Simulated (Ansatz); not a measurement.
# Zinc, bcc under PBEsol: from relaxation to bulk modulus

What does PBEsol give for zinc in the bcc structure? We relax it, solve it on a dense k-mesh, then scale the cell to 7 volumes from 88 to 112 % of the relaxed one and try a fit of the equation of state. Spin polarisation is left out. The k-meshes are 14×14×14 for the relaxation; 24×24×24 for the dense run; 16×16×16 for the volumes.

This is Zn in the bcc structure; at room conditions it is hcp.

Computed with Ansatz 0.2.0 (DFT PBEsol, plane waves (420 eV) with PAW, scalar-relativistic; the PAW data stem from PBE, with regenerated cores, unless a step says otherwise).

**1. Starting point**

It takes space group Im-3m (No. 229, cubic). The conventional cell has a = 3.122 Å, b = 3.122 Å, c = 3.122 Å, α = 90.00°, β = 90.00°, γ = 90.00°. Zn (site symmetry m-3m) is surrounded by 8 Zn at 2.70 Å.

Coordinates:

```cif
data_structure
_symmetry_space_group_name_H-M 'Im-3m'
_symmetry_Int_Tables_number 229
_cell_length_a 3.1217
_cell_length_b 3.1217
_cell_length_c 3.1217
_cell_angle_alpha 90.000
_cell_angle_beta 90.000
_cell_angle_gamma 90.000
_cell_volume 30.42
loop_
_atom_site_label
_atom_site_type_symbol
_atom_site_symmetry_multiplicity
_atom_site_Wyckoff_symbol
_atom_site_fract_x
_atom_site_fract_y
_atom_site_fract_z
_atom_site_occupancy
Zn1 Zn 2 a 0.00000 0.00000 0.00000 1
```

**2. Relaxation of the cell**

Input file input.yaml:

```yaml
crystal:
  lattice:
    - [-1.5608515766, 1.5608515766, 1.5608515766]
    - [1.5608515766, -1.5608515766, 1.5608515766]
    - [1.5608515766, 1.5608515766, -1.5608515766]
  atoms:
    - { symbol: Zn, position: [0.0, 0.0, 0.0] }
hamiltonian:
  xc: pbesol
  pseudopotentials:
    kind: paw
    azcp:
      Zn: "pseudopotentials/Zn.paw.azcp"
basis:
  ecutwfc: 420
  fft_grid_basis: typed
kpoints:
  mp_grid: { grid: [14, 14, 14], shift: [0, 0, 0] }
magnetization:
  spin_polarized: false
scf:
  occupations: { method: fermi_dirac, width: 0.1 }
relax:
  max_steps: 60
  f_tol: 0.01
  cell: {}
```

The log of the run:

```text
Warning: <dir> the record states the generating functional pbe (its physics header spells it `PBE`), which answers neither for hamiltonian.xc's functional nor for the pbesol family's — results may be inconsistent (PPs are generated against a specific XC)
Warning: RAYON_NUM_THREADS=2 ignored (pool sized by the plan → 2); use --threads N
Engine: ansatz 0.2.0, aarch64-unknown-linux-gnu
Pseudopotentials: kind: paw
Pseudopotential: Zn, paw, valence charge 12, recommended cutoff 420 eV (normal), <dir>
Functional definition: PBEsol
  exchange = pbesol_x
  correlation = pbesol_c
Crystal: 1 atoms, lattice volume = 15.211 Å³
Basis set: ecut = 420 eV, 321 PW (Γ), exchange–correlation on 40×40×40 points (8 copies of the dense FFT grid, shifted against one another)
Bands: 10, of which v1, the nominal top of the filled ones, is band 6 counted from 1 (5 counted from 0)
Symmetry: 48 space group operations
Space group: Im-3m (ITA 229), of the structure as read, at distance tolerance 2.5e-5 Å
k-points: 104 of 2744
Non-local potential: Zn, projectors of the file, l = 0: 2, l = 1: 2, l = 2: 3, l = 3: 1
PAW form: soft (Blöchl's): semilocal exchange-correlation on the pseudo side does not see the compensation charge
PAW frozen core: Zn, regenerated for the run's functional, and the local potential with it (the file was generated under x = pbe(κ = 0.804, μ = 0.2195149727645171), c = pbe(β = 0.06672455060314922))
PAW one-centre angular grid: Zn, 590 points (default); XC on 64 Gauss nodes
Initial density: superposition of atomic densities (neutral atoms: chi_scale 0, normalization atom), corrected by the library's trained network
Initial wavefunctions: pseudopotential atomic-orbital guess
Functional: x = pbesol(κ = 0.804, μ = 0.12345679012345678), c = pbesol(β = 0.046)
SCF iter   1: F=—  HF=-3280.803097 eV  |F-HF|=—  |Δ(HF+E_count)|=         —  Δρ=2.35e-3  dr2=4.06e-4  ethr=1.77e-3  ⟨swp⟩=4.8  Hψ=6653  notcnv=0
preconditioner: auto → none  [metal: Δε(μ)=0.025 eV  Ē_g=17.217 eV  σ=0.100 eV  W_gap=0.06  n_scr=0 (ndim 8)  ℏωp=33.0 eV  f_vac=0.000  D(μ)=0.35/eV (n_scr^D=0)]
SCF iter   2: F=—  HF=-3280.802818 eV  |F-HF|=—  |Δ(HF+E_count)|=   2.79e-4  Δρ=8.06e-4  dr2=5.58e-5  ethr=3.38e-6  ⟨swp⟩=2.0  Hψ=2504  notcnv=0  defer=1
SCF iter   3: F=—  HF=-3280.802782 eV  |F-HF|=—  |Δ(HF+E_count)|=   3.65e-5  Δρ=3.72e-4  dr2=7.68e-6  ethr=4.65e-7  ⟨swp⟩=2.0  Hψ=1668  notcnv=0  defer=1
SCF iter   4: F=—  HF=-3280.802798 eV  |F-HF|=—  |Δ(HF+E_count)|=   1.65e-5  Δρ=6.55e-4  dr2=3.57e-5  ethr=6.40e-8  ⟨swp⟩=2.1  Hψ=1677  notcnv=0  defer=1
SCF iter   5: F=—  HF=-3280.802788 eV  |F-HF|=—  |Δ(HF+E_count)|=   9.62e-6  Δρ=1.62e-4  dr2=2.23e-6  ethr=6.40e-8  ⟨swp⟩=2.0  Hψ=1661  notcnv=0  defer=1
SCF iter   6: F=-3280.802788 eV  HF=-3280.802788 eV  |F-HF|=2.87e-8  |Δ(HF+E_count)|=   6.73e-7  Δρ=1.97e-5  dr2=3.31e-8  ethr=8.33e-10  ⟨swp⟩=3.4  Hψ=4438  notcnv=0
SCF 1 converged in 6 iterations: F = -3280.802788 eV  dr2 = 3.31e-8
relax step   1: F+E_penalty+E_count = -3280.80278771 eV  Δ(F+E_penalty+E_count) = +0.000e0 eV  max|allowed force component| = 0.000e0 eV/Å  Δτ_max = 0.0000 Å  P = -4.364 GPa  Ω = 15.211 Å³  (6 SCF iters, dr2 threshold 1.00e-7 eV, accepted)
Crystal: 1 atoms, lattice volume = 14.562 Å³
Initial density: handed on by an earlier stage of this run
Initial wavefunctions: those handed on with the density
iter 1 solved again at ethr=1.93e-5 eV; its pass at ethr=3.10e-3 eV (dr2=2.32e-3 eV) is discarded
SCF iter   1: F=—  HF=-3280.816001 eV  |F-HF|=—  |Δ(HF+E_count)|=         —  Δρ=4.81e-3  dr2=2.34e-3  ethr=1.93e-5  ⟨swp⟩=1.3  Hψ=9831  notcnv=0
preconditioner: auto → none  [metal: Δε(μ)=0.064 eV  Ē_g=17.564 eV  σ=0.100 eV  W_gap=0.16  n_scr=0 (ndim 8)  ℏωp=33.7 eV  f_vac=0.000  D(μ)=0.32/eV (n_scr^D=0)]
SCF iter   2: F=—  HF=-3280.815474 eV  |F-HF|=—  |Δ(HF+E_count)|=   5.26e-4  Δρ=2.08e-3  dr2=2.56e-4  ethr=1.93e-5  ⟨swp⟩=2.0  Hψ=1863  notcnv=0
SCF iter   3: F=—  HF=-3280.815220 eV  |F-HF|=—  |Δ(HF+E_count)|=   2.54e-4  Δρ=5.52e-4  dr2=4.27e-5  ethr=2.14e-6  ⟨swp⟩=2.0  Hψ=1652  notcnv=0
SCF iter   4: F=—  HF=-3280.815201 eV  |F-HF|=—  |Δ(HF+E_count)|=   1.94e-5  Δρ=7.23e-5  dr2=4.22e-7  ethr=3.56e-7  ⟨swp⟩=2.2  Hψ=1606  notcnv=0
SCF iter   5: F=-3280.815201 eV  HF=-3280.815201 eV  |F-HF|=2.90e-8  |Δ(HF+E_count)|=   4.43e-7  Δρ=6.49e-6  dr2=4.72e-9  ethr=8.33e-10  ⟨swp⟩=4.7  Hψ=3593  notcnv=0
SCF 2 converged in 5 iterations: F = -3280.815201 eV  dr2 = 4.72e-9
relax step   2: F+E_penalty+E_count = -3280.81520135 eV  Δ(F+E_penalty+E_count) = -1.241e-2 eV  max|allowed force component| = 0.000e0 eV/Å  Δτ_max = 0.0000 Å  P = -1.441 GPa  Ω = 14.562 Å³  energy of the carried Pulay correction = +3.648e-4 eV  (5 SCF iters, dr2 threshold 1.00e-7 eV, accepted)
Crystal: 1 atoms, lattice volume = 14.262 Å³
iter 1 solved again at ethr=4.79e-6 eV; its pass at ethr=3.10e-3 eV (dr2=5.75e-4 eV) is discarded
SCF iter   1: F=—  HF=-3280.816735 eV  |F-HF|=—  |Δ(HF+E_count)|=         —  Δρ=2.43e-3  dr2=5.82e-4  ethr=4.79e-6  ⟨swp⟩=1.9  Hψ=9538  notcnv=0
preconditioner: auto → none  [metal: Δε(μ)=0.052 eV  Ē_g=17.793 eV  σ=0.100 eV  W_gap=0.13  n_scr=0 (ndim 8)  ℏωp=34.1 eV  f_vac=0.000  D(μ)=0.31/eV (n_scr^D=0)]
SCF iter   2: F=—  HF=-3280.816602 eV  |F-HF|=—  |Δ(HF+E_count)|=   1.33e-4  Δρ=1.01e-3  dr2=5.82e-5  ethr=4.79e-6  ⟨swp⟩=2.0  Hψ=1613  notcnv=0
SCF iter   3: F=—  HF=-3280.816541 eV  |F-HF|=—  |Δ(HF+E_count)|=   6.11e-5  Δρ=2.89e-4  dr2=1.11e-5  ethr=4.85e-7  ⟨swp⟩=2.0  Hψ=1661  notcnv=0
SCF iter   4: F=—  HF=-3280.816535 eV  |F-HF|=—  |Δ(HF+E_count)|=   5.43e-6  Δρ=3.66e-5  dr2=1.10e-7  ethr=9.25e-8  ⟨swp⟩=2.2  Hψ=1600  notcnv=0
SCF iter   5: F=-3280.816535 eV  HF=-3280.816535 eV  |F-HF|=4.49e-9  |Δ(HF+E_count)|=   1.19e-7  Δρ=5.42e-6  dr2=4.13e-9  ethr=8.33e-10  ⟨swp⟩=4.3  Hψ=3418  notcnv=0
SCF 3 converged in 5 iterations: F = -3280.816535 eV  dr2 = 4.13e-9
relax step   3: F+E_penalty+E_count = -3280.81653529 eV  Δ(F+E_penalty+E_count) = -1.334e-3 eV  max|allowed force component| = 0.000e0 eV/Å  Δτ_max = 0.0000 Å  P = +0.239 GPa  Ω = 14.262 Å³  energy of the carried Pulay correction = +5.389e-4 eV  (5 SCF iters, dr2 threshold 1.00e-7 eV, accepted)
Crystal: 1 atoms, lattice volume = 14.304 Å³
iter 1 solved again at ethr=8.56e-8 eV; its pass at ethr=3.10e-3 eV (dr2=1.03e-5 eV) is discarded
SCF iter   1: F=—  HF=-3280.816545 eV  |F-HF|=—  |Δ(HF+E_count)|=         —  Δρ=3.44e-4  dr2=1.16e-5  ethr=8.56e-8  ⟨swp⟩=2.2  Hψ=9221  notcnv=0
preconditioner: auto → none  [metal: Δε(μ)=0.054 eV  Ē_g=17.800 eV  σ=0.100 eV  W_gap=0.13  n_scr=0 (ndim 8)  ℏωp=34.0 eV  f_vac=0.000  D(μ)=0.32/eV (n_scr^D=0)]
SCF iter   2: F=—  HF=-3280.816542 eV  |F-HF|=—  |Δ(HF+E_count)|=   3.10e-6  Δρ=1.47e-4  dr2=1.28e-6  ethr=8.56e-8  ⟨swp⟩=2.0  Hψ=1647  notcnv=0
SCF iter   3: F=—  HF=-3280.816541 eV  |F-HF|=—  |Δ(HF+E_count)|=   1.27e-6  Δρ=3.84e-5  dr2=1.99e-7  ethr=1.06e-8  ⟨swp⟩=2.0  Hψ=1658  notcnv=0
SCF iter   4: F=-3280.816541 eV  HF=-3280.816541 eV  |F-HF|=1.60e-9  |Δ(HF+E_count)|=   9.19e-8  Δρ=4.69e-6  dr2=1.56e-9  ethr=8.33e-10  ⟨swp⟩=4.2  Hψ=3375  notcnv=0
SCF 4 converged in 4 iterations: F = -3280.816541 eV  dr2 = 1.56e-9
relax step   4: F+E_penalty+E_count = -3280.81654065 eV  Δ(F+E_penalty+E_count) = -5.361e-6 eV  max|allowed force component| = 0.000e0 eV/Å  Δτ_max = 0.0000 Å  P = -0.010 GPa  Ω = 14.304 Å³  energy of the carried Pulay correction = +5.143e-4 eV  (4 SCF iters, dr2 threshold 1.00e-7 eV, accepted)
Basis set: ecut = 420 eV, 321 PW (Γ), exchange–correlation on 36×36×36 points (8 copies of the dense FFT grid, shifted against one another)
Initial wavefunctions: pseudopotential atomic-orbital guess (no wavefunctions were taken with the density)
iter 1 solved again at ethr=9.86e-8 eV; its pass at ethr=3.10e-3 eV (dr2=1.18e-5 eV) is discarded
SCF iter   1: F=—  HF=-3280.816004 eV  |F-HF|=—  |Δ(HF+E_count)|=         —  Δρ=1.08e-4  dr2=4.82e-7  ethr=9.86e-8  ⟨swp⟩=2.9  Hψ=9641  notcnv=0
preconditioner: auto → none  [metal: Δε(μ)=0.053 eV  Ē_g=17.796 eV  σ=0.100 eV  W_gap=0.13  n_scr=0 (ndim 8)  ℏωp=34.0 eV  f_vac=0.000  D(μ)=0.32/eV (n_scr^D=0)]
SCF iter   2: F=—  HF=-3280.816000 eV  |F-HF|=—  |Δ(HF+E_count)|=   3.63e-6  Δρ=1.69e-4  dr2=1.91e-6  ethr=4.02e-9  ⟨swp⟩=2.1  Hψ=1688  notcnv=0
SCF iter   3: F=—  HF=-3280.816000 eV  |F-HF|=—  |Δ(HF+E_count)|=   6.65e-9  Δρ=3.88e-5  dr2=1.33e-7  ethr=4.02e-9  ⟨swp⟩=2.0  Hψ=1668  notcnv=0
SCF iter   4: F=—  HF=-3280.816000 eV  |F-HF|=—  |Δ(HF+E_count)|=   1.72e-7  Δρ=4.75e-6  dr2=1.13e-9  ethr=1.11e-9  ⟨swp⟩=2.0  Hψ=1668  notcnv=0
SCF iter   5: F=—  HF=-3280.816000 eV  |F-HF|=—  |Δ(HF+E_count)|=  7.49e-10  Δρ=1.49e-7  dr2=2.57e-12  ethr=1.00e-12  ⟨swp⟩=4.6  Hψ=4876  notcnv=0
SCF iter   6: F=-3280.816000 eV  HF=-3280.816000 eV  |F-HF|=4.55e-13  |Δ(HF+E_count)|=  4.55e-12  Δρ=7.55e-9  dr2=2.73e-15  ethr=1.00e-12  ⟨swp⟩=4.9  Hψ=3757  notcnv=0
SCF 5 converged in 6 iterations: F = -3280.816000 eV  dr2 = 2.73e-15
relax step   5: F+E_penalty+E_count = -3280.81599989 eV  Δ(F+E_penalty+E_count) = +5.408e-4 eV  max|allowed force component| = 0.000e0 eV/Å  Δτ_max = 0.0000 Å  P = -0.008 GPa  Ω = 14.304 Å³  stress off target by 7.51e-3 GPa  SCF on the basis re-selected at this cell (its energy is not comparable with the rows above)  (6 SCF iters)
basis re-selected at this cell: Δ(F+E_penalty+E_count) = +5.408e-4 eV, ΔP = +0.002 GPa vs the last step (what re-selecting the basis moved, of the pressure what is left beyond the Pulay correction that the steps carried, after the strain that the cell walked since its last selection, with what the two solves' SCF thresholds leave and, on support functions, any second-order correction that the steps lacked; it is no measure of the basis error at this ecutwfc). The dense FFT grid was sized anew with the basis: this SCF ran on 18×18×18 points, the steps before it on 20×20×20, so part of this shift can come from that change (see relax.cell in the input reference). This SCF's stress stands 7.51e-3 GPa from its target on what of the cell is left free (relax.cell.stress_tol is 5.00e-2 GPa) and its largest allowed force component is 0.00e0 eV/Å (relax.f_tol is 1.00e-2 eV/Å): within both
SCF converged after 6 iterations
Free energy (F): -3280.816000 eV
Harris-Foulkes:  -3280.816000 eV  (|F-HF|=4.55e-13)
Internal energy: -3280.805546 eV  (E = F + TS)
E sigma→0 (E₀):  -3280.810773 eV
Entropy (-TS):   -0.010454 eV (-10.454 meV/atom)
Fermi energy:    11.981282 eV
--- Per-component energies (eV) ---
  E_band       = 56.929457
  E_kinetic    = 131.693107
  E_local      = -1492.118633  (includes V_loc(G=0)·N_el)
  E_nonlocal   = 611.794401
  E_hartree    = 624.961341
  E_xc         = -136.616811
  E_vxc        = -53.684151  (∫ρ·V_xc dr)
  E_paw        = -1787.654922  (= ΣΔE_a)
  E_vpaw       = -390.677578  (= ΣTr[D̂ρ^β])
  E_aug_tail   = -0.000372  (compensation charges beyond the density's cutoff)
  E_ewald      = -1233.661011
  E_core_change = 0.797355  (= ΣΔE_core)
  E_smearing   = -0.010454  (= −TS)
  E_closure    = -0.000000  (closes the sum)
  Σ components = -3280.816000   (vs F -3280.816000, Δ=0.00e0)
--- Forces (eV/Å), atoms counted from 1 ---
  atom   1  Zn     0.00000000    -0.00000000     0.00000000
  max |Σ_I F_I| component: 5.14e-32 eV/Å
--- Stress (GPa, compression-positive) ---
       -0.007509       0.000000       0.000000
       -0.000000      -0.007509      -0.000000
        0.000000       0.000000      -0.007509
  P = ⅓ Tr σ = -0.0075 GPa (-0.075 kbar)
--- Relaxed structure (4 steps of the walk, 4 accepted, 1 SCFs on fresh bases) ---
  F+E_penalty+E_count = -3280.81599989 eV   max|allowed force component| = 0.000e0 eV/Å   (the final SCF, on the basis selected at the relaxed cell)
  cell:  # Å, volume = 14.3043 Å³
    - [-1.529214392274775, 1.529214392274775, 1.529214392274775]
    - [1.529214392274775, -1.529214392274775, 1.529214392274775]
    - [1.529214392274775, 1.529214392274775, -1.529214392274775]
  atoms:
    - { symbol: Zn, position: [0.0, 0.0, 0.0] }
```

It took 2.7 s on 2 threads of an Arm CPU, shared host; peak memory 0.28 GiB.

Step by step:

```
step  energy change (meV/atom)  largest force (eV/Å)  pressure (GPa)  volume (Å³/atom)
   1                      0.00                0.0000           -4.36            15.211
   2                    -12.41                0.0000           -1.44            14.562
   3                    -13.75                0.0000            0.24            14.262
   4                    -13.75                0.0000           -0.01            14.304
   5                    -13.21                0.0000           -0.01            14.304
```

Steps that repeat a cell are solved on a basis chosen anew, so their changes of energy are no gain of the relaxation.

Changes in the cell that was computed:

|  | before | after | change |
| --- | --- | --- | --- |
| a (Å) | 2.703 | 2.649 | -2.0 % |
| b (Å) | 2.703 | 2.649 | -2.0 % |
| c (Å) | 2.703 | 2.649 | -2.0 % |
| volume (Å³/atom) | 15.211 | 14.304 | -6.0 % |
| shortest distance (Å) | 2.703 | 2.649 | -2.0 % |
| space group (spins left aside) | Im-3m | Im-3m | same |

**3. Single point on a dense mesh**

Input file input.yaml:

```yaml
crystal:
  lattice:
    - [-1.5292143923, 1.5292143923, 1.5292143923]
    - [1.5292143923, -1.5292143923, 1.5292143923]
    - [1.5292143923, 1.5292143923, -1.5292143923]
  atoms:
    - { symbol: Zn, position: [0.0, 0.0, 0.0] }
hamiltonian:
  xc: pbesol
  pseudopotentials:
    kind: paw
    azcp:
      Zn: "pseudopotentials/Zn.paw.azcp"
basis:
  ecutwfc: 420
  fft_grid_basis: typed
kpoints:
  mp_grid: { grid: [24, 24, 24], shift: [0, 0, 0] }
magnetization:
  spin_polarized: false
scf:
  occupations: { method: fermi_dirac, width: 0.1 }
output:
  write_density: true
  write_potential: true
  elf: true
  volumetric_format: npy
```

The log of the run, shortened:

```text
Warning: <dir> the record states the generating functional pbe (its physics header spells it `PBE`), which answers neither for hamiltonian.xc's functional nor for the pbesol family's — results may be inconsistent (PPs are generated against a specific XC)
Warning: RAYON_NUM_THREADS=2 ignored (pool sized by the plan → 2); use --threads N
[...]
Pseudopotentials: kind: paw
Pseudopotential: Zn, paw, valence charge 12, recommended cutoff 420 eV (normal), <dir>
Functional definition: PBEsol
[...]
Crystal: 1 atoms, lattice volume = 14.304 Å³
Basis set: ecut = 420 eV, 321 PW (Γ)
Bands: 10, of which v1, the nominal top of the filled ones, is band 6 counted from 1 (5 counted from 0)
Symmetry: 48 space group operations
Space group: Im-3m (ITA 229), of the structure as read, at distance tolerance 2.4e-5 Å
k-points: 413 of 13824
[...]
SCF iter   1: F=—  HF=-3280.816060 eV  |F-HF|=—  |Δ(HF+E_count)|=         —  Δρ=3.36e-3  dr2=7.91e-4  ethr=1.77e-3  ⟨swp⟩=4.7  Hψ=26565  notcnv=0
[...]
SCF iter   6: F=-3280.815833 eV  HF=-3280.815833 eV  |F-HF|=9.60e-11  |Δ(HF+E_count)|=   3.78e-9  Δρ=1.25e-6  dr2=1.33e-10  ethr=9.30e-11  ⟨swp⟩=1.3  Hψ=12348  notcnv=0
[...]
SCF converged after 6 iterations
Free energy (F): -3280.815833 eV
[...]
E sigma→0 (E₀):  -3280.810543 eV
Entropy (-TS):   -0.010580 eV (-10.580 meV/atom)
Fermi energy:    11.977132 eV
[...]
--- Band table (eV; the first three rows and the last of 413) ---
  k-point 0: bands = ["0.9255", "3.9834", "3.9834", "3.9834", "4.5601", "4.5601", "32.1275", "32.1275", "32.1275", "32.8818"]
[...]
```

Run time: 1.7 s. Hardware: 2 threads of an Arm CPU, shared host; peak memory 0.33 GiB.

The maps below are laid out on this run's own conventional cell (a, b, c = 3.058, 3.058, 3.058 Å).

Density in a lattice plane of the grid's cell (edges 3.06 and 3.06 Å, at 0.000 of the third edge), which holds Zn.

Ten even steps from ' ' (0.15 e/Å³) to '@' (45.72 e/Å³):
```
##++--..                                  ..--++
----::..                                    ::--
....                                          ..
                                                
                                                
                                                
                                                
                                                
                                                
                                                
                                                
                                                
                                                
                                                
                                                
                                                
....                                          ..
----::                                    ..::--
##++--..                                  ..--++
@@##++::..                              ..::++##
```
Columns run along the first of these edges and rows up along the second, over one cell in 24 and 20 even steps from the bottom left corner. Atoms in the plane (fractional): Zn at (0.00, 0.00).

ELF in the same plane.

Ten even steps from ' ' (0.00) to '@' (0.31):
```
        ..--++******%%%%@@%%%%******++--..      
      ..::==******##%%@@@@@@%%##******==::..    
  ....::==++****##%%@@@@@@@@@@%%##****++==::....
::----==++****####%%@@@@@@@@@@%%####****++==----
++++********####%%@@@@@@@@@@@@@@%%####********++
**********##%%%%@@@@@@@@@@@@@@@@@@%%%%##********
******####%%@@@@@@@@@@@@@@@@@@@@@@@@@@%%####****
######%%%%@@@@@@@@@@@@@@@@@@@@@@@@@@@@@@%%%%####
%%%%%%@@@@@@@@@@@@@@@@@@@@@@@@@@@@@@@@@@@@@@%%%%
%%@@@@@@@@@@@@@@@@@@@@@@%%@@@@@@@@@@@@@@@@@@@@@@
%%%%%%@@@@@@@@@@@@@@@@@@@@@@@@@@@@@@@@@@@@@@%%%%
######%%%%@@@@@@@@@@@@@@@@@@@@@@@@@@@@@@%%%%####
******####%%@@@@@@@@@@@@@@@@@@@@@@@@@@%%####****
**********##%%%%@@@@@@@@@@@@@@@@@@%%%%##********
++++********####%%@@@@@@@@@@@@@@%%####********++
::----==++****####%%@@@@@@@@@@%%####****++==----
  ....::==++****##%%@@@@@@@@@@%%##****++==::....
      ..::==******##%%@@@@@@%%##******==::..    
        ..--++******%%%%@@%%%%******++--..      
        ..--++******##%%%%%%##******++--..      
```
Columns run along the first of these edges and rows up along the second, over one cell in 24 and 20 even steps from the bottom left corner. Atoms in the plane (fractional): Zn at (0.00, 0.00).

Both are smooth fields of the valence electrons: close to the nuclei they are not physical.

**4. At 88 % of the relaxed volume**

Input file input.yaml:

```yaml
crystal:
  lattice:
    - [-1.465421641, 1.465421641, 1.465421641]
    - [1.465421641, -1.465421641, 1.465421641]
    - [1.465421641, 1.465421641, -1.465421641]
  atoms:
    - { symbol: Zn, position: [0.0, 0.0, 0.0] }
hamiltonian:
  xc: pbesol
  pseudopotentials:
    kind: paw
    azcp:
      Zn: "pseudopotentials/Zn.paw.azcp"
basis:
  ecutwfc: 420
  fft_grid_basis: typed
kpoints:
  mp_grid: { grid: [16, 16, 16], shift: [0, 0, 0] }
magnetization:
  spin_polarized: false
scf:
  occupations: { method: fermi_dirac, width: 0.1 }
  lower_state_search: "off"
output:
  stress: true
```

The log of the run, shortened:

```text
Warning: <dir> the record states the generating functional pbe (its physics header spells it `PBE`), which answers neither for hamiltonian.xc's functional nor for the pbesol family's — results may be inconsistent (PPs are generated against a specific XC)
Warning: RAYON_NUM_THREADS=2 ignored (pool sized by the plan → 2); use --threads N
[...]
Pseudopotentials: kind: paw
Pseudopotential: Zn, paw, valence charge 12, recommended cutoff 420 eV (normal), <dir>
Functional definition: PBEsol
[...]
Crystal: 1 atoms, lattice volume = 12.588 Å³
Basis set: ecut = 420 eV, 225 PW (Γ)
Bands: 10, of which v1, the nominal top of the filled ones, is band 6 counted from 1 (5 counted from 0)
Symmetry: 48 space group operations
Space group: Im-3m (ITA 229), of the structure as read, at distance tolerance 2.3e-5 Å
k-points: 145 of 4096
[...]
SCF iter   1: F=—  HF=-3280.745962 eV  |F-HF|=—  |Δ(HF+E_count)|=         —  Δρ=4.83e-3  dr2=1.42e-3  ethr=1.77e-3  ⟨swp⟩=4.8  Hψ=9351  notcnv=0
[...]
SCF iter   6: F=-3280.745619 eV  HF=-3280.745619 eV  |F-HF|=8.19e-12  |Δ(HF+E_count)|=  3.45e-10  Δρ=1.74e-7  dr2=2.53e-12  ethr=4.02e-12  ⟨swp⟩=1.4  Hψ=4480  notcnv=0
[...]
SCF converged after 6 iterations
Free energy (F): -3280.745619 eV
[...]
E sigma→0 (E₀):  -3280.740569 eV
Entropy (-TS):   -0.010101 eV (-10.101 meV/atom)
Fermi energy:    14.349081 eV
[...]
--- Stress (GPa, compression-positive) ---
       15.094753      -0.000000      -0.000000
        0.000000      15.094753       0.000000
       -0.000000      -0.000000      15.094753
  P = ⅓ Tr σ = 15.0948 GPa (150.948 kbar)
```

It took 0.62 s on 2 threads of an Arm CPU, shared host; peak memory 0.27 GiB.

(Part 1 of 2 ends here.)
